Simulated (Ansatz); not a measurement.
# AlN (P6_3mc) in Ansatz: notebook

Aim: see how the results for AlN move with the level of theory and the settings. Levels: LDA, PBE, RPBE+D3(BJ). Tasks: band structure, Born charges and dielectric tensor, single point, equation of state.

Everything below comes from runs of Ansatz 0.2.0. Logs are shortened: lines on timing, memory, paths and dates and some standing lists are left out, and cuts for length are marked.

**Measured values to compare with.**

“Structural and optical properties of self-assembled AlN nanowires grown on SiO2/Si substrates by molecular beam epitaxy”, 2024, arxiv:2402.00216 quotes, for a bulk crystal of AlN at 0 K: band gap 6.0343 eV (an exciton energy, a little under the gap).

“Self-assembly of well-separated AlN nanowires directly on sputtered metallic TiN films”, 2019, arxiv:1910.07391 quotes, for a bulk crystal of AlN at 10 K: band gap 6.034 eV (an exciton energy, a little under the gap).

How close the calculation comes is told below.

## 1. Starting point

Symmetry: P6_3mc, No. 186, hexagonal system. The conventional cell has a = 3.113 Å, b = 3.113 Å, c = 4.981 Å, α = 90.00°, β = 90.00°, γ = 120.00°. Around Al (site symmetry 3m) lie 4 N at 1.89 Å. N (site symmetry 3m) is surrounded by 4 Al at 1.89 Å.

## 2. Band structure, LDA

Contents of input.yaml:

```yaml
crystal:
  lattice:
    - [3.113, 0.0, 0.0]
    - [-1.5565, 2.695937082, 0.0]
    - [0.0, 0.0, 4.981]
  atoms:
    - { symbol: Al, position: [0.6666666667, 0.3333333333, 0.5] }
    - { symbol: Al, position: [0.3333333333, 0.6666666667, 0.0] }
    - { symbol: "N", position: [0.6666666667, 0.3333333333, 0.88] }
    - { symbol: "N", position: [0.3333333333, 0.6666666667, 0.38] }
hamiltonian:
  xc: lda
  pseudopotentials: { kind: paw }
kpoints:
  mp_grid: { grid: [10, 10, 6] }
  band_path:
    path:
      - [[0.0, 0.0, 0.0], [0.5, 0.0, 0.0], [0.3333333333, 0.3333333333, 0.0], [0.0, 0.0, 0.0], [0.0, 0.0, 0.5], [0.5, 0.0, 0.5], [0.3333333333, 0.3333333333, 0.5], [0.0, 0.0, 0.5]]
      - [[0.5, 0.0, 0.5], [0.5, 0.0, 0.0]]
      - [[0.3333333333, 0.3333333333, 0.0], [0.3333333333, 0.3333333333, 0.5]]
    npoints: 14
scf:
  occupations: { method: fermi_dirac, width: 0.05 }
  n_extra_bands: 10
output:
  forces: true
  stress: true
  eigenvalues: true
  fatbands: true
```

Potentials or basis: Ansatz PAW.

On the command line:

```sh
$ ansatz run input.yaml --threads 2 --pin off --max-ram 5120MiB --backend cpu --events-out ev --progress --plain --runs-dir out
```

Standard output:

```text
Warning: RAYON_NUM_THREADS=2 ignored (pool sized by the plan → 2); use --threads N
scf.n_extra_bands = 10 over 8 filled bands (N_el = 16.0): the run solves 18 bands
Engine: ansatz 0.2.0, x86_64-unknown-linux-gnu
Pseudopotentials: kind: paw
Pseudopotential: Al, paw, valence charge 3, recommended cutoff 420 eV (normal), Al.paw.azcp
Pseudopotential: N, paw, valence charge 5, recommended cutoff 420 eV (normal), N.paw.azcp
Functional definition: SPW92
  exchange = slater_x
  correlation = pw_c
Crystal: 4 atoms, lattice volume = 41.803 Å³
Basis set: ecut = 420 eV, 809 PW (Γ)
Bands: 18, of which v1, the nominal top of the filled ones, is band 8 counted from 1 (7 counted from 0)
Symmetry: 12 space group operations
Space group: P63mc (ITA 186), of the structure as read, at distance tolerance 3.5e-5 Å
k-points: 56 of 600 (time reversal used)
Non-local potential: Al, projectors of the file, l = 0: 2, l = 1: 2, l = 2: 1
Non-local potential: N, projectors of the file, l = 0: 2, l = 1: 2, l = 2: 1
PAW form: soft (Blöchl's): semilocal exchange-correlation on the pseudo side does not see the compensation charge
PAW frozen core: Al, regenerated for the run's functional, and the local potential with it (the file was generated under x = pbe(κ = 0.804, μ = 0.2195149727645171), c = pbe(β = 0.06672455060314922))
PAW frozen core: N, regenerated for the run's functional, and the local potential with it (the file was generated under x = pbe(κ = 0.804, μ = 0.2195149727645171), c = pbe(β = 0.06672455060314922))
PAW one-centre angular grid: Al, 110 points (default); XC on 64 Gauss nodes
PAW one-centre angular grid: N, 110 points (default); XC on 64 Gauss nodes
Initial density: superposition of atomic densities (neutral atoms: chi_scale 0, normalization atom), corrected by the library's trained network
Initial wavefunctions: pseudopotential atomic-orbital guess
Functional: x = slater, c = lda
SCF iter   1: F=—  HF=-1779.711626 eV  |F-HF|=—  |Δ(HF+E_count)|=         —  Δρ=9.32e-3  dr2=4.19e-2  ethr=1.77e-3  ⟨swp⟩=5.4  Hψ=5612  notcnv=0  defer=7
preconditioner: auto → none  [insulator: Δε(μ)=4.162 eV  Ē_g=16.243 eV  σ=0.050 eV  W_gap=1.00  n_scr=2 (ndim 8)  ℏωp=23.0 eV  f_vac=0.000  D(μ)=0.00/eV (n_scr^D=0)  ε∞_Penn≈3.0]
SCF iter   2: F=—  HF=-1779.700363 eV  |F-HF|=—  |Δ(HF+E_count)|=   1.13e-2  Δρ=3.39e-3  dr2=5.15e-3  ethr=2.62e-4  ⟨swp⟩=2.0  Hψ=1701  notcnv=0  defer=140
SCF iter   3: F=—  HF=-1779.698738 eV  |F-HF|=—  |Δ(HF+E_count)|=   1.62e-3  Δρ=4.53e-4  dr2=3.47e-5  ethr=3.22e-5  ⟨swp⟩=2.4  Hψ=1226  notcnv=0  defer=142
SCF iter   4: F=—  HF=-1779.698726 eV  |F-HF|=—  |Δ(HF+E_count)|=   1.12e-5  Δρ=2.94e-5  dr2=2.03e-7  ethr=2.17e-7  ⟨swp⟩=2.1  Hψ=1275  notcnv=0  defer=142
iter 5 did not close the SCF: its close was put off for the readings that it lacked (scf_convergence_deferred on its scf_iter line)
SCF iter   5: F=-1779.698726 eV  HF=-1779.698726 eV  |F-HF|=5.96e-10  |Δ(HF+E_count)|=   5.74e-8  Δρ=3.16e-6  dr2=1.28e-9  ethr=1.27e-9  ⟨swp⟩=2.5  Hψ=1238  notcnv=0  defer=142
SCF iter   6: F=-1779.698726 eV  HF=-1779.698726 eV  |F-HF|=1.64e-11  |Δ(HF+E_count)|=  7.12e-10  Δρ=3.34e-7  dr2=3.08e-11  ethr=8.03e-12  ⟨swp⟩=5.2  Hψ=4566  notcnv=0
SCF 1 converged in 6 iterations: F = -1779.698726 eV  dr2 = 3.08e-11
NSCF: frozen V_eff on 129 k-points
SCF converged after 6 iterations
Free energy (F): -1779.698726 eV
Harris-Foulkes:  -1779.698726 eV  (|F-HF|=1.64e-11)
Internal energy: -1779.698726 eV  (E = F + TS)
E sigma→0 (E₀):  -1779.698726 eV
Fermi energy:    8.973059 eV
--- Per-component energies (eV) ---
  E_band       = 26.248055
  E_kinetic    = 317.467958
  E_local      = -449.499274  (includes V_loc(G=0)·N_el)
  E_nonlocal   = 114.805906
  E_hartree    = 153.837838
  E_xc         = -201.052348
  E_vxc        = -215.005285  (∫ρ·V_xc dr)
  E_paw        = -1123.867238  (= ΣΔE_a)
  E_vpaw       = -49.197076  (= ΣTr[D̂ρ^β])
  E_aug_tail   = 0.000181  (compensation charges beyond the density's cutoff)
  E_ewald      = -591.663270
  E_core_change = 0.271521  (= ΣΔE_core)
  E_smearing   = -0.000000  (= −TS)
  E_closure    = 0.000000  (closes the sum)
  Σ components = -1779.698726   (vs F -1779.698726, Δ=0.00e0)
--- Forces (eV/Å), atoms counted from 1 ---
  atom   1  Al    -0.00000000     0.00000000    -0.11664711
  atom   2  Al     0.00000000    -0.00000000    -0.11664711
  atom   3  N     -0.00000000    -0.00000000     0.11664303
  atom   4  N     -0.00000000     0.00000000     0.11664303
  max |Σ_I F_I| component: 8.14e-6 eV/Å
--- Stress (GPa, compression-positive) ---
       -5.205554       0.000000      -0.000000
        0.000000      -5.205554       0.000000
       -0.000000       0.000000      -3.537065
  P = ⅓ Tr σ = -4.6494 GPa (-46.494 kbar)
--- Band table (eV; the first three rows and the last of 56) ---
  k-point 0: bands = ["-8.1704", "-5.9550", "0.8094", "5.9893", "5.9893", "6.6438", "6.6438", "6.8221", "11.0611", "13.3785", "17.2992", "17.7988", "17.7988", "19.7678", "19.7806", "19.7806", "21.1182", "21.1182"]
  k-point 1: bands = ["-8.0620", "-6.1729", "1.1899", "6.0311", "6.0311", "6.2289", "6.5972", "6.5972", "11.5394", "13.4509", "17.1247", "17.7683", "17.7683", "18.9738", "19.3934", "19.3934", "21.5764", "21.5764"]
  k-point 2: bands = ["-7.7473", "-6.6866", "2.1800", "4.9479", "6.1456", "6.1456", "6.4725", "6.4725", "12.4649", "13.5320", "16.8399", "17.8115", "17.8204", "17.8204", "18.6910", "18.6910", "22.7732", "22.7732"]
  k-point 55: bands = ["-5.5821", "-5.5821", "1.8875", "1.8875", "3.1749", "3.1749", "6.0088", "6.0088", "13.7992", "13.7992", "14.9647", "14.9647", "18.4638", "18.4638", "20.3197", "20.3197", "22.6861", "22.6861"]
```

It took 2.3 s on 2 threads of Intel Xeon 6975P-C (Granite Rapids), shared host; peak memory 0.37 GiB.

What came out:

```
Free energy             : -1779.6987 eV
Pressure                : -4.6 GPa
Largest force           : 0.117 eV/Å
Band gap on the k mesh  : 4.24 eV, direct
Band gap along the path : 4.24 eV, direct
```

Forces in eV/Å, atoms in the order of the input:
```
Al   0.000  0.000 -0.117
Al   0.000  0.000 -0.117
N    0.000  0.000  0.117
N    0.000  0.000  0.117
```

Levels at the corners of the path, in eV from the valence-band top:
```
point  band 4  band 5  band 6  band 7  band 8  band 9  band 10  band 11  band 12  band 13
    Γ   -0.83   -0.83   -0.18   -0.18    0.00    4.24     6.56    10.48    10.98    10.98
    M   -4.16   -3.35   -2.07   -1.79   -0.66    5.69     5.70     8.11    10.16    10.74
    K   -3.78   -3.78   -2.43   -2.39   -2.39    4.93     8.24     9.56     9.56    11.39
    Γ   -0.83   -0.83   -0.18   -0.18    0.00    4.24     6.56    10.48    10.98    10.98
    A   -3.31   -0.52   -0.52   -0.52   -0.52    6.42     6.42    10.18    10.18    11.30
    L   -5.61   -1.44   -1.44   -1.36   -1.36    5.22     5.22     9.12     9.12    11.67
    H   -4.85   -3.86   -3.86   -0.79   -0.79    7.31     7.31     7.75     7.75    11.74
    A   -3.31   -0.52   -0.52   -0.52   -0.52    6.42     6.42    10.18    10.18    11.30
    L   -5.61   -1.44   -1.44   -1.36   -1.36    5.22     5.22     9.12     9.12    11.67
    M   -4.16   -3.35   -2.07   -1.79   -0.66    5.69     5.70     8.11    10.16    10.74
    K   -3.78   -3.78   -2.43   -2.39   -2.39    4.93     8.24     9.56     9.56    11.39
    H   -4.85   -3.86   -3.86   -0.79   -0.79    7.31     7.31     7.75     7.75    11.74
```

Caveat: the pressure holds a Pulay correction of +0.7 GPa for the finite cutoff; the PAW data sets come from PBE, with cores solved anew for the run's functional, which leaves a small shift of forces and pressure.

## 3. Born charges and dielectric tensor, PBE

Contents of input.yaml:

```yaml
crystal:
  lattice:
    - [3.113, 0.0, 0.0]
    - [-1.5565, 2.695937082, 0.0]
    - [0.0, 0.0, 4.981]
  atoms:
    - { symbol: Al, position: [0.6666666667, 0.3333333333, 0.5] }
    - { symbol: Al, position: [0.3333333333, 0.6666666667, 0.0] }
    - { symbol: "N", position: [0.6666666667, 0.3333333333, 0.88] }
    - { symbol: "N", position: [0.3333333333, 0.6666666667, 0.38] }
hamiltonian:
  xc: pbe
  pseudopotentials: { kind: paw }
kpoints:
  mp_grid: { grid: [10, 10, 6] }
scf:
  occupations: { method: fixed }
output:
  eigenvalues: true
dielectric:
  method: response
```

Potentials or basis: Ansatz PAW.

On the command line:

```sh
$ ansatz run input.yaml --threads 2 --pin off --max-ram 5120MiB --backend cpu --events-out ev --progress --plain --runs-dir out
```

Standard output:

```text
Warning: RAYON_NUM_THREADS=2 ignored (pool sized by the plan → 2); use --threads N
Engine: ansatz 0.2.0, x86_64-unknown-linux-gnu
Pseudopotentials: kind: paw
Pseudopotential: Al, paw, valence charge 3, recommended cutoff 420 eV (normal), Al.paw.azcp
Pseudopotential: N, paw, valence charge 5, recommended cutoff 420 eV (normal), N.paw.azcp
Functional definition: PBE
  parameter kappa = 0.804
  parameter beta = 0.06672455060314922
  exchange = pbe_x(kappa = kappa, mu = beta*pi^2/3)
  correlation = pbe_c(beta = beta)
Crystal: 4 atoms, lattice volume = 41.803 Å³
Basis set: ecut = 420 eV, 809 PW (Γ), exchange–correlation on 48×48×72 points (8 copies of the dense FFT grid, shifted against one another)
Bands: 12, of which v1, the nominal top of the filled ones, is band 8 counted from 1 (7 counted from 0)
Symmetry: 12 space group operations
k-points: 172 of 600 (irreducible under 2 space group operations, time reversal used)
Non-local potential: Al, projectors of the file, l = 0: 2, l = 1: 2, l = 2: 1
Non-local potential: N, projectors of the file, l = 0: 2, l = 1: 2, l = 2: 1
PAW form: soft (Blöchl's): semilocal exchange-correlation on the pseudo side does not see the compensation charge
PAW one-centre angular grid: Al, 110 points (default); XC on 64 Gauss nodes
[... 53 lines left out ...]
  k-point 2: bands = ["-7.6125", "-6.5824", "2.4942", "5.2378", "6.4457", "6.4457", "6.7702", "6.7702", "12.7746", "13.9124", "17.2871", "18.3045"]
  k-point 171: bands = ["-6.0980", "-5.3560", "2.2560", "2.7917", "3.9951", "4.4241", "5.3090", "6.0069", "13.0295", "14.5811", "15.7958", "16.9296"]
--- Dielectric response (ions clamped): 3 representative field directions + reference, inside a basis on a mesh of 600 k-points (Σ response iterations 15) ---
  ε∞ (high-frequency dielectric tensor):
        4.446527    -0.000000     0.000000
       -0.000000     4.446527     0.000000
        0.000000     0.000000     4.645694
  Born effective charges Z* (e; rows j = field, columns β = displacement):
    site 0:
         2.52801   -0.00000    0.00000
        -0.00000    2.52801   -0.00000
         0.00000   -0.00000    2.68170
    site 1:
         2.52801   -0.00000    0.00000
        -0.00000    2.52801    0.00000
         0.00000    0.00000    2.68170
    site 2:
        -2.52801    0.00000   -0.00000
         0.00000   -2.52801    0.00000
        -0.00000    0.00000   -2.68170
    site 3:
        -2.52801    0.00000    0.00000
         0.00000   -2.52801   -0.00000
         0.00000   -0.00000   -2.68170
  Z* charge neutrality: 2.022e-3 e pre-enforcement
  solved inside a basis spanned on kpoints, on 10×10×6 k-points, its susceptibility summed on 16×16×10: ε∞ is read to err by 1.4e-2, Z* by 1.1e-2 e (field_mesh: kpoints solves on kpoints); Z* is corrected for what the basis lacks
```

Run time: 21 s. Hardware: 2 threads of Intel Xeon 6975P-C (Granite Rapids), shared host; peak memory 0.65 GiB.

What came out:

```yaml
Free_energy: -1848.4978 eV
Band_gap_on_the_k_mesh: 4.21 eV, direct
Electronic_dielectric_tensor_diagonal: 4.45, 4.45, 4.65
Born_charges_mean_of_the_diagonal: Al +2.58; N -2.58 e
```

Electronic dielectric tensor:
```
4.45 0.00 0.00
0.00 4.45 0.00
0.00 0.00 4.65
```

Born effective charge tensors (e):
atom 1, Al
```
2.53 0.00 0.00
0.00 2.53 0.00
0.00 0.00 2.68
```
atom 2, Al
```
2.53 0.00 0.00
0.00 2.53 0.00
0.00 0.00 2.68
```
atom 3, N
```
-2.53  0.00  0.00
 0.00 -2.53  0.00
 0.00  0.00 -2.68
```
atom 4, N
```
-2.53  0.00  0.00
 0.00 -2.53  0.00
 0.00  0.00 -2.68
```

## 4. Single point, RPBE+D3(BJ), 9.82 Å³/atom (volume scaled by 0.94)

Contents of input.yaml:

```yaml
crystal:
  lattice:
    - [3.0494515564, 0.0, 0.0]
    - [-1.5247257782, 2.6409025155, 0.0]
    - [0.0, 0.0, 4.8793184075]
  atoms:
    - { symbol: Al, position: [0.6666666667, 0.3333333333, 0.5] }
    - { symbol: Al, position: [0.3333333333, 0.6666666667, 0.0] }
    - { symbol: "N", position: [0.6666666667, 0.3333333333, 0.88] }
    - { symbol: "N", position: [0.3333333333, 0.6666666667, 0.38] }
hamiltonian:
  xc: rpbe
  pseudopotentials: { kind: paw }
  dispersion: d3bj
kpoints:
  mp_grid: { grid: [10, 10, 6] }
scf:
  occupations: { method: fermi_dirac, width: 0.05 }
output:
  forces: true
  stress: true
  eigenvalues: true
```

Potentials or basis: Ansatz PAW.

On the command line:

```sh
$ ansatz run input.yaml --threads 2 --pin off --max-ram 5120MiB --backend cpu --events-out ev --progress --plain --runs-dir out
```

Standard output:

```text
Warning: RAYON_NUM_THREADS=2 ignored (pool sized by the plan → 2); use --threads N
Engine: ansatz 0.2.0, x86_64-unknown-linux-gnu
Pseudopotentials: kind: paw
Pseudopotential: Al, paw, valence charge 3, recommended cutoff 420 eV (normal), Al.paw.azcp
Pseudopotential: N, paw, valence charge 5, recommended cutoff 420 eV (normal), N.paw.azcp
Functional definition: RPBE
  parameter kappa = 0.804
  parameter beta = 0.06672455060314922
  exchange = rpbe_x(kappa = kappa, mu = beta*pi^2/3)
  correlation = pbe_c(beta = beta)
Crystal: 4 atoms, lattice volume = 39.295 Å³
Basis set: ecut = 420 eV, 761 PW (Γ), exchange–correlation on 48×48×72 points (8 copies of the dense FFT grid, shifted against one another)
Bands: 12, of which v1, the nominal top of the filled ones, is band 8 counted from 1 (7 counted from 0)
Symmetry: 12 space group operations
Space group: P63mc (ITA 186), of the structure as read, at distance tolerance 3.4e-5 Å
k-points: 56 of 600 (time reversal used)
Non-local potential: Al, projectors of the file, l = 0: 2, l = 1: 2, l = 2: 1
Non-local potential: N, projectors of the file, l = 0: 2, l = 1: 2, l = 2: 1
PAW form: soft (Blöchl's): semilocal exchange-correlation on the pseudo side does not see the compensation charge
PAW frozen core: Al, regenerated for the run's functional, and the local potential with it (the file was generated under x = pbe(κ = 0.804, μ = 0.2195149727645171), c = pbe(β = 0.06672455060314922))
PAW frozen core: N, regenerated for the run's functional, and the local potential with it (the file was generated under x = pbe(κ = 0.804, μ = 0.2195149727645171), c = pbe(β = 0.06672455060314922))
PAW one-centre angular grid: Al, 110 points (default); XC on 64 Gauss nodes
PAW one-centre angular grid: N, 110 points (default); XC on 64 Gauss nodes
Initial density: superposition of atomic densities (neutral atoms: chi_scale 0, normalization atom), corrected by the library's trained network
Initial wavefunctions: pseudopotential atomic-orbital guess
Functional: x = rpbe, c = pbe(β = 0.06672455060314922)
[... 10 lines left out ...]
SCF converged after 6 iterations
Free energy (F): -1861.846122 eV
Harris-Foulkes:  -1861.846122 eV  (|F-HF|=6.98e-11)
Internal energy: -1861.846122 eV  (E = F + TS)
E sigma→0 (E₀):  -1861.846122 eV
Fermi energy:    10.346171 eV
--- Per-component energies (eV) ---
  E_band       = 40.940087
  E_kinetic    = 325.098457
  E_local      = -435.643247  (includes V_loc(G=0)·N_el)
  E_nonlocal   = 109.959613
  E_hartree    = 152.859775
  E_xc         = -206.081225
  E_vxc        = -218.274879  (∫ρ·V_xc dr)
  E_paw        = -1199.124176  (= ΣΔE_a)
  E_vpaw       = -45.919614  (= ΣTr[D̂ρ^β])
  E_aug_tail   = 0.000197  (compensation charges beyond the density's cutoff)
  E_ewald      = -603.993120
  E_disp       = -4.851292  (pairwise vdW)
  E_core_change = -0.071104  (= ΣΔE_core)
  E_smearing   = -0.000000  (= −TS)
  E_closure    = 0.000000  (closes the sum)
  Σ components = -1861.846122   (vs F -1861.846122, Δ=0.00e0)
--- Forces (eV/Å), atoms counted from 1 ---
  atom   1  Al    -0.00000000    -0.00000000    -0.20128225
  atom   2  Al    -0.00000000     0.00000000    -0.20128225
  atom   3  N      0.00000000     0.00000000     0.20125231
  atom   4  N      0.00000000    -0.00000000     0.20125231
  max |Σ_I F_I| component: 5.99e-5 eV/Å
--- Stress (GPa, compression-positive) ---
       -1.588287       0.000000       0.000000
        0.000000      -1.588287       0.000000
        0.000000       0.000000      -0.788046
  P = ⅓ Tr σ = -1.3215 GPa (-13.215 kbar)
--- Band table (eV; the first three rows and the last of 56) ---
  k-point 0: bands = ["-7.6540", "-5.3411", "1.6958", "7.0619", "7.0619", "7.7230", "7.7230", "7.9190", "12.7117", "15.2150", "19.1160", "19.6320"]
  k-point 1: bands = ["-7.5408", "-5.5686", "2.0921", "7.1038", "7.1038", "7.3206", "7.6762", "7.6762", "13.1901", "15.2812", "18.9400", "19.5919"]
  k-point 2: bands = ["-7.2120", "-6.1047", "3.1239", "6.0039", "7.2201", "7.2201", "7.5505", "7.5505", "14.1421", "15.3302", "18.6730", "19.6372"]
  k-point 55: bands = ["-4.9572", "-4.9572", "2.8707", "2.8707", "4.1197", "4.1197", "7.1028", "7.1028", "15.3184", "15.3184", "16.6047", "16.6047"]
```

Run time: 0.79 s. Hardware: 2 threads of Intel Xeon 6975P-C (Granite Rapids), shared host; peak memory 0.35 GiB.

What came out:

```yaml
Free_energy: -1861.8461 eV
Pressure: -1.3 GPa
Largest_force: 0.201 eV/Å
Band_gap_on_the_k_mesh: 4.79 eV, direct
```

Caveat: the pressure holds a Pulay correction of +0.5 GPa for the finite cutoff; the PAW data sets come from PBE, with cores solved anew for the run's functional, which leaves a small shift of forces and pressure.

## 5. Single point, RPBE+D3(BJ), 10.03 Å³/atom (volume scaled by 0.96)

Edit input.yaml of step 4 so:

```diff
@@ -2,5 +2,5 @@
   lattice:
-    - [3.0494515564, 0.0, 0.0]
-    - [-1.5247257782, 2.6409025155, 0.0]
-    - [0.0, 0.0, 4.8793184075]
+    - [3.070927275, 0.0, 0.0]
+    - [-1.5354636375, 2.6595010333, 0.0]
+    - [0.0, 0.0, 4.9136809369]
   atoms:
@@ -22 +22,5 @@
   eigenvalues: true
+  write_density: true
+  write_potential: true
+  elf: true
+  volumetric_format: npy
```

On the command line:

```sh
$ ansatz run input.yaml --threads 2 --pin off --max-ram 5120MiB --backend cpu --events-out ev --progress --plain --runs-dir out
```

It took 1 s on 2 threads of Intel Xeon 6975P-C (Granite Rapids), shared host; peak memory 0.37 GiB.

It converged, with:

```yaml
Free_energy: -1861.8271 eV
Pressure: -5.9 GPa
Largest_force: 0.184 eV/Å
Band_gap_on_the_k_mesh: 4.60 eV, direct
```

Caveat: the pressure holds a Pulay correction of +0.5 GPa for the finite cutoff; the PAW data sets come from PBE, with cores solved anew for the run's functional, which leaves a small shift of forces and pressure.

[end of part 1 of 2]
